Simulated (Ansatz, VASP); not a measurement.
# CdSe: VASP beside Ansatz

Contents of INCAR:

```
SYSTEM = CdSe
  ALGO = Normal
  EDIFF = 1E-6
  ENCUT = 520
  GGA = PE
  ISIF = 2
  ISMEAR = -1
  LASPH = .TRUE.
  LCHARG = .FALSE.
  LREAL = .FALSE.
  LWAVE = .FALSE.
  NBANDS = 16
  NELM = 60
  PREC = Accurate
  SIGMA = 0.05
```

KPOINTS

```
k-points
0
G
  8 8 8
  0 0 0
```

POSCAR

```
CdSe
1.0
    3.5568600000      0.0000000000      0.0000000000
    0.0000000000      3.5568600000      0.0000000000
    0.0000000000      0.0000000000      3.5568600000
Cd Se
1 1
Direct
    0.5036530000      0.4952770000      0.5057620000
   -0.0052830000      0.0049680000     -0.0132740000
```

File input.yaml:

```yaml
crystal:
  lattice:
    - [3.55686, 0.0, 0.0]
    - [0.0, 3.55686, 0.0]
    - [0.0, 0.0, 3.55686]
  atoms:
    - { symbol: Cd, position: [0.503653, 0.495277, 0.505762] }
    - { symbol: Se, position: [-0.005283, 0.004968, -0.013274] }
hamiltonian:
  xc: pbe
  pseudopotentials: { kind: paw }
kpoints:
  mp_grid: { grid: [8, 8, 8] }
scf:
  occupations: { method: fermi_dirac, width: 0.05 }
output:
  forces: true
  stress: true
  eigenvalues: true
```

Change from the starting cell: atoms moved at random, drawn with an rms of 0.05 Å.

Alike in both runs: task single point; functional PBE; k mesh 8 × 8 × 8; occupations fermi-dirac, width 0.05 eV; no spin polarisation.

```csv
,VASP,Ansatz
version,VASP 6.6.1,Ansatz 0.2.0
potentials or method,"VASP PAW PBE potentials, release 64 (Cd, Se)",Ansatz PAW
plane-wave cutoff (eV),520,420
valence electrons in the cell,18,36
```

VASP gave:

| Item | Value |
| --- | --- |
| gap on the k mesh at the Fermi level (eV) | none |
| pressure (GPa) | 0.4 |
| largest component of the traceless stress (GPa) | 0.06 |
| rms of the force components (eV/Å) | 0.000 |

Problem. Estimate Ansatz's values.

Solution. gap on the k mesh at the Fermi level (eV): none; pressure (GPa): 0.1; largest component of the traceless stress (GPa): 0.06; rms of the force components (eV/Å): 0.003.

Atom by atom the forces differ by 0.003 eV/Å (rms over components). A gap of «none» marks a metal or a gap that the smearing closes. With one functional, cell and mesh, what is left measures potentials, basis and numerics. The two sets of potentials don't hold the same shells in valence.
